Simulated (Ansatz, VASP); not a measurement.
# P in VASP and in Ansatz

```
CELL_PARAMETERS angstrom
4.47243 0.00000 0.00000
-2.23622 3.87324 0.00000
0.00000 0.00000 2.51930
ATOMIC_POSITIONS crystal
P 0.00000 0.00000 0.00000
P 0.33333 0.66667 0.50000
P 0.66667 0.33333 0.50000
```

Alike in both runs: task single point; functional revPBE; k mesh 9 × 9 × 14; occupations fermi-dirac, width 0.1 eV; no spin polarisation.

```csv
,VASP,Ansatz
version,VASP 6.6.1,Ansatz 0.2.0
potentials or method,"VASP PAW PBE potentials, release 64 (P)","plane waves (420 eV) with PAW, scalar-relativistic"
plane-wave cutoff (eV),520,420
valence electrons in the cell,15,15
```

```csv
,VASP,Ansatz,Ansatz less VASP
pressure (GPa),-0.6,-0.1,+0.46
largest component of the traceless stress (GPa),0.98,0.90,-0.076
```

With one functional, cell and mesh, what is left measures potentials, basis and numerics.

Caveats: the PAW data sets were made with another functional, which shifts forces and pressure a little (VASP).
